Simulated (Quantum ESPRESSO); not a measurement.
HgSe under changes of volume

One of the cells (28.067 Å³/atom); the others are scaled copies at fixed shape and fractional positions:

```
Hg Se
1.0
     0.00000    3.03900    3.03900
     3.03900    0.00000    3.03900
     3.03900    3.03900    0.00000
Hg Se
1 1
Direct
  0.00000 0.00000 0.00000
  0.75000 0.75000 0.75000
```

```yaml
Program: Quantum ESPRESSO 7.5
Functional: PBEsol
Potentials_or_basis: PseudoDojo 0.4.1 SR PBEsol standard
Cutoff: 1170 eV
Density_cutoff: 4680 eV
k_mesh: 8 × 8 × 8
Occupations: fermi-dirac, width 0.05 eV
Spin: no spin polarisation
```

```csv
volume (Å³/atom),energy over the lowest point (meV/atom),pressure (GPa)
26.383,38.86,5.6
26.944,21.88,4.1
27.505,10.12,2.7
28.067,2.99,1.4
28.628,0.00,0.3
29.189,0.67,-0.7
29.751,?,?
```

Task: What does the run at 29.751 Å³/atom give?

Result: Energy over the lowest point 4.61 meV/atom; pressure -1.6 GPa.

Worked out: A Birch-Murnaghan fit of order 3 (a polynomial in V^(-2/3)) to the other rows has its minimum at 28.80 Å³/atom with B0 = V·E''(V) = 52 GPa and B' = 5.0. It gives 4.61 meV/atom at 29.751 Å³/atom, against the run's 4.61, and -dE/dV = -1.6 GPa, against -1.6.

Energies are extrapolated to zero smearing.
